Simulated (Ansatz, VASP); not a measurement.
**Two plane-wave programs on Mg**

The input INCAR:

```
PREC = Accurate
ENCUT = 520
EDIFF = 1E-6
ISMEAR = 0
SIGMA = 0.15
LREAL = False
LASPH = True
NELM = 100
ALGO = Normal
ISIF = 2
LWAVE = False
LCHARG = True
GGA = PE
LELF = True
LVHAR = True
NBANDS = 7
```

The input KPOINTS:

```
regular mesh
0
Gamma
  20 20 20
```

Contents of POSCAR:

```
Mg
1.0
   -1.7144757615      1.7144757615      1.7977992835
    1.7144757615     -1.7144757615      1.7977992835
    1.7144757615      1.7144757615     -1.7977992835
Mg
1
Direct
    0.0000000000      0.0000000000      0.0000000000
```

Input for Ansatz:

```yaml
crystal:
  lattice:
    - [-1.7144757615, 1.7144757615, 1.7977992835]
    - [1.7144757615, -1.7144757615, 1.7977992835]
    - [1.7144757615, 1.7144757615, -1.7977992835]
  atoms:
    - { symbol: Mg, position: [0.0, 0.0, 0.0] }
basis:
  ecutwfc: 520.0
kpoints:
  mp_grid: { grid: [20, 20, 20] }
hamiltonian:
  xc: pbe
  pseudopotentials: { kind: paw }
scf:
  occupations: { method: gaussian, width: 0.15 }
output:
  forces: true
  stress: true
  eigenvalues: true
```

Alike in both runs: task single point; functional PBE; k mesh 20 × 20 × 20; occupations gaussian, width 0.15 eV; no spin polarisation.

|  | VASP | Ansatz |
| --- | --- | --- |
| version | VASP 6.6.1 | Ansatz 0.2.0 |
| potentials or method | VASP PAW PBE potentials, release 64 (Mg) | scalar-relativistic, plane waves, PAW |
| plane-wave cutoff (eV) | 520 | 520 |
| valence electrons in the cell | 2 | 10 |

```csv
,VASP,Ansatz,Ansatz less VASP
gap on the k mesh at the Fermi level (eV),none,none,-
pressure (GPa),3.3,3.4,+0.12
largest component of the traceless stress (GPa),0.11,0.11,0.000
```

A gap of «none» marks a metal or a gap that the smearing closes. The two sets of potentials don't hold the same shells in valence.
